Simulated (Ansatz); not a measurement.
Deforming TiSi₂

```
CELL_PARAMETERS angstrom
0.00000 4.11800 4.26150
2.38650 0.00000 4.26150
2.38650 4.11800 0.00000
ATOMIC_POSITIONS crystal
Ti 0.75000 0.75000 0.75000
Ti 0.50000 0.50000 0.50000
Si 0.08300 0.41700 0.08300
Si 0.41700 0.08300 0.41700
Si 0.16700 0.83300 0.16700
Si 0.83300 0.16700 0.83300
```

Atom numbers follow the list: Ti1, Ti2, Si3, Si4, Si5, Si6.

The cell is COD entry 1010453, as deposited and not checked against the literature; nothing was relaxed. It is an old determination, and later ones may differ.

Computed with Ansatz 0.2.0, DFT, PBE, all-electron PAW with datasets made for the crystal, scalar-relativistic.

Sampling and basis: a Γ-centred 8×8×8 k mesh, Fermi–Dirac smearing of 0.08 eV, cutoff 260 eV (chosen by the program for this cell), no spin polarisation.

The unchanged cell is at 2.31 GPa.

In a metal, stresses and small energies carry noise from the k mesh.

x, y and z are the Cartesian axes of the cell as listed; fractional coordinates follow a strain, and an engineering shear is twice the off-diagonal strain component.

**Question.** One change gave: energy change +15 meV/atom; stress change (xx, yy, zz, yz, xz, xy) 0.50, 0.11, 0.61, -2.80, -4.65, -3.88 GPa, compression positive; change of the force on Ti1 (0.187, 0.191, 0.142) eV/Å. Which change was it?
A. equal xy, yz and zx engineering shear strains of +3 %
B. equal xy, yz and zx engineering shear strains of -2 %
C. equal xy, yz and zx engineering shear strains of -1 %
D. equal xy, yz and zx engineering shear strains of +2 %
E. equal xy, yz and zx engineering shear strains of -3 %
F. equal xy, yz and zx engineering shear strains of +1 %

**Answer.** A. For equal xy, yz and zx engineering shear strains of -2 %: energy change +7 meV/atom; stress change (xx, yy, zz, yz, xz, xy) 0.22, 0.05, 0.28, 1.92, 3.18, 2.65 GPa, compression positive; change of the force on Ti1 (-0.134, -0.136, -0.132) eV/Å. For equal xy, yz and zx engineering shear strains of +1 %: energy change +2 meV/atom; stress change (xx, yy, zz, yz, xz, xy) 0.06, 0.01, 0.07, -0.95, -1.58, -1.31 GPa, compression positive; change of the force on Ti1 (0.065, 0.065, 0.055) eV/Å. For equal xy, yz and zx engineering shear strains of -3 %: energy change +16 meV/atom; stress change (xx, yy, zz, yz, xz, xy) 0.48, 0.12, 0.64, 2.89, 4.77, 3.99 GPa, compression positive; change of the force on Ti1 (-0.202, -0.208, -0.208) eV/Å. For equal xy, yz and zx engineering shear strains of -1 %: energy change +2 meV/atom; stress change (xx, yy, zz, yz, xz, xy) 0.05, 0.01, 0.07, 0.95, 1.59, 1.32 GPa, compression positive; change of the force on Ti1 (-0.066, -0.067, -0.062) eV/Å. For equal xy, yz and zx engineering shear strains of +2 %: energy change +7 meV/atom; stress change (xx, yy, zz, yz, xz, xy) 0.23, 0.05, 0.27, -1.88, -3.13, -2.61 GPa, compression positive; change of the force on Ti1 (0.127, 0.129, 0.102) eV/Å.
